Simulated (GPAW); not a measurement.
Crystal: TiO.

```
CELL_PARAMETERS angstrom
3.03100 0.00000 0.00000
-1.51550 2.62492 0.00000
0.00000 0.00000 3.23770
ATOMIC_POSITIONS crystal
Ti 0.66667 0.33333 0.00000
O 0.00000 0.00000 0.50000
```

Base run:

| Quantity | Value |
| --- | --- |
| Program | GPAW 26.7.0 |
| Functional | PBEsol |
| Potentials or basis | PAW data sets generated in the run's folder for this functional |
| Cutoff | 800 eV |
| Basis | pw |
| k mesh | 10 × 10 × 8 |
| Occupations | fermi-dirac, width 0.05 eV |
| Spin | no spin polarisation |

Its results: pressure -40.3 GPa.

Task: The run is repeated on the same cell with these changes: functional from PBEsol to BLYP; band points from 60 to 80. What comes out?

Result: Pressure -30.8 GPa.

Caveats: a pressure of tens of GPa on the cell as given is suspect, and the run, the potentials or the cell itself is likely at fault.
